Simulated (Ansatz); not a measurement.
The system is I.

```
CELL_PARAMETERS angstrom
0.00000 2.36560 3.90984
2.19225 0.00000 3.90984
2.19225 2.36560 0.00000
ATOMIC_POSITIONS crystal
I 0.00000 0.00000 0.00000
```

Program: Ansatz 0.2.0. Alike in all runs: task band structure; potentials or basis Ansatz PAW; no spin polarisation; cell as given; k mesh 9 × 9 × 9; smearing fermi-dirac 0.05 eV.

Q: Order these runs on this cell by their pressure, lowest first.
A. level r2SCAN; cutoff (eV) 500
B. level BLYP; cutoff (eV) 420
C. level LDA; cutoff (eV) 420

A: C (-2.3 GPa), A (0.0 GPa), B (3.0 GPa).

Caveats: an odd number of electrons without spin polarisation forces a metal; a magnetic or distorted state may lie lower; the PAW data sets come from PBE, with cores solved anew for the run's functional, which leaves a small shift of forces and pressure; the potentials were made for another functional, which shifts forces and pressure (some runs).

Not every run made on this cell is shown here.
